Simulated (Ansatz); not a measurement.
**BeS at 25 GPa: from Born charge to LO–TO splitting and polaron coupling**

Method: Ansatz 0.2.0, DFT PBE, scalar-relativistic, plane waves, PAW. Settings: 420 eV plane-wave cutoff, Γ-centred 8×8×8 mesh, fixed occupations. No spin polarisation. Phonons by linear response, acoustic sum rule imposed.

The cell, relaxed at 25 GPa:
Space group F-43m (No. 216). a = 4.579 Å, b = 4.579 Å, c = 4.579 Å, α = 90.00°, β = 90.00°, γ = 90.00°
```json
{"atom": "Be", "site": "4a", "symmetry": "-43m", "x": "0.0000", "y": "0.0000", "z": "0.0000"}
{"atom": "S", "site": "4c", "symmetry": "-43m", "x": "0.2500", "y": "0.2500", "z": "0.2500"}
```

Other phases may be more stable at this pressure.

Linear response gives ν_TO = 723.0 cm⁻¹, Born charges ±1.380 e (positive on Be) and ε∞ = 5.651. The primitive cell holds 24.001 Å³, and the masses are 9.012 and 32.060 amu.

Problem. Find ν_LO and the static dielectric constant.

Solution. The long-wave field adds a restoring force: ω_LO² − ω_TO² = Z*²e²/(ε_vac ε∞ μV). In these units ν_LO² − ν_TO² = 4.92064×10⁷ Z*²/(μ V ε∞) cm⁻², with μ = m₁m₂/(m₁ + m₂) = 7.035 amu: 98265 cm⁻². So ν_LO = √(723.0² + 98265) = 788.1 cm⁻¹, and the run gives 788.1. Lyddane–Sachs–Teller then gives ε0 = ε∞ (ν_LO/ν_TO)² = 6.71, against 6.71 in the run (it forms both from the same three quantities, so the match checks the arithmetic only). Between ν_TO and ν_LO the dielectric function is negative and an undamped crystal reflects fully: a reststrahlen band from 12.7 to 13.8 μm.

Problem. What do the Clausius–Mossotti polarisability and the Szigeti charge come to?

Solution. With the Lorentz local field, α = (3V/4π)(ε∞ − 1)/(ε∞ + 2) = 3.48 Å³ for the pair, and e_S = 3Z*/(ε∞ + 2) = 0.54 e. The Born charge includes the electrons' response to the dipole's own local field, and e_S takes that enhancement out. The Lorentz field assumes point-like polarisable ions, a poor picture once ε∞ is this large, since the electron clouds then overlap or are shared, so both numbers are formal here.

Problem. How strongly does a slow electron couple to the LO mode?

Solution. For one isotropic parabolic band, Fröhlich's constant is α_F = (1/ε∞ − 1/ε0) √(m* Ry/ħω_LO), with Ry = 13.606 eV, ħω_LO = 97.7 meV and m* in free-electron masses: α_F = 0.0280 × 11.80 × √m* = 0.33 √m*. The band mass isn't part of this run; for m* = 0.1, 0.3 and 1 it gives 0.10, 0.18, 0.33. In weak coupling the polaron lies α_F ħω_LO below the band edge (18 meV at m* = 0.3) with a mass m*(1 + α_F/6); past α_F of about 5 or 6 that expansion fails. A semilocal functional's ε∞ tends to be too large, which taken alone lowers α_F.

Cost: 1 run of about 0.15 core-minutes, on Intel Xeon 6975P-C (Granite Rapids) (shared hosts).